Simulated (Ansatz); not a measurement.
CuO:

```
Cu O
1.0
     0.00000   -2.11656   -2.11656
    -2.11656    0.00000   -2.11656
     2.11656    2.11656   -4.23312
Cu O
2 2
Direct
  0.50389 0.47699 0.48801
  0.00389 0.97699 0.98801
  0.74611 0.77301 0.76199
  0.24611 0.27301 0.26199
```

The cell comes from a database or a generator and needn't be the stable form of this composition.

Program: Ansatz 0.2.0. Alike in all runs: potentials or basis Ansatz PAW; no spin polarisation; cell as given; smearing fermi-dirac 0.05 eV.

Task: Order these runs on this cell by their pressure, lowest first.
A. level PBE; k mesh 8 × 8 × 4; cutoff (eV) 420
B. level r2SCAN; k mesh 10 × 10 × 6; cutoff (eV) 500; points for each segment of the path 14
C. level PBE; k mesh 10 × 10 × 6; cutoff (eV) 250

Result: B (-2.0 GPa), C (3.4 GPa), A (5.6 GPa).

Caveats: the run has no spin polarisation, though such a crystal can be magnetic; the pressure holds a Pulay correction of +199.5 GPa for the finite cutoff (some runs); the cutoff lies under the one recommended for these potentials (some runs); the PAW data sets come from PBE, with cores solved anew for the run's functional, which leaves a small shift of forces and pressure (some runs).
